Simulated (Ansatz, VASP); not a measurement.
Sb in VASP and in Ansatz

```
Sb
1.0
     0.17336    2.38853    2.49587
     2.41731    0.06469    2.60454
     2.32045    2.40035    0.16154
Sb
1
Direct
  0.00000 0.00000 0.00000
```

This isn't the form of Sb at room conditions, which is rhombohedral.

Alike in both runs: functional r2SCAN; k mesh 6 × 6 × 6; occupations fermi-dirac, width 0.05 eV; no spin polarisation.

```csv
,VASP,Ansatz
version,VASP 6.6.1,Ansatz 0.2.0
potentials or method,"VASP PAW PBE potentials, release 64 (Sb)",Ansatz PAW
plane-wave cutoff (eV),520,500
valence electrons in the cell,5,15
task,single point,projected density of states
```

```tsv
	VASP	Ansatz	Ansatz less VASP
gap on the k mesh at the Fermi level (eV)	none	none	-
pressure (GPa)	2.1	2.2	+0.08
largest component of the traceless stress (GPa)	3.94	3.94	-0.003
```

A gap of «none» marks a metal or a gap that the smearing closes. The two sets of potentials don't hold the same shells in valence.

Caveats: the k mesh is coarse (spacing up to 0.40 Å⁻¹), so the values aren't converged; the PAW data sets were made with another functional, which shifts forces and pressure a little (VASP); the PAW data sets come from PBE, with cores solved anew for the run's functional, which leaves a small shift of forces and pressure (Ansatz); the density of states is complete only up to the lowest level of the last band computed (Ansatz). The runs have no spin-orbit coupling, so splittings on Sb are missing.
